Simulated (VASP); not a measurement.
## Sc: single point with RPBE

Crystal: Sc.

```
CELL_PARAMETERS angstrom
0.00000 2.34539 2.34539
2.34539 0.00000 2.34539
2.34539 2.34539 0.00000
ATOMIC_POSITIONS crystal
Sc 0.00000 0.00000 0.00000
```

This isn't the form of Sc at room conditions, which is hcp.

```
Program                : VASP 6.6.1
Task                   : single point
Functional             : RPBE
Potentials or basis    : VASP PAW PBE potentials, release 64 (Sc_sv)
Cutoff                 : 520 eV
k mesh                 : 19 × 19 × 19
Occupations            : fermi-dirac, width 0.1 eV
Spin                   : no spin polarisation
Dipole correction      : no
Further INCAR settings : ALGO = Fast; EDIFF = 1e-07; NBANDS = 12
```

The pressure is 0.0 GPa and the band gap on the k mesh is none (metal or under the smearing width).

Levels at points of the mesh, in eV from the Fermi level:
```tsv
k point	band 1	band 2	band 3	band 4	band 5	band 6	band 7	band 8	band 9	band 10
(0.00, 0.00, 0.00)	-49.71	-28.08	-28.08	-28.08	-5.11	1.53	1.53	1.53	2.83	2.83
```

It took 66 s on 1 thread of Intel(R) Xeon(R) 6975P-C (Granite Rapids), on a shared host, peak memory 0.2 GiB.

Caveat: the PAW data sets were made with another functional, which shifts forces and pressure a little.
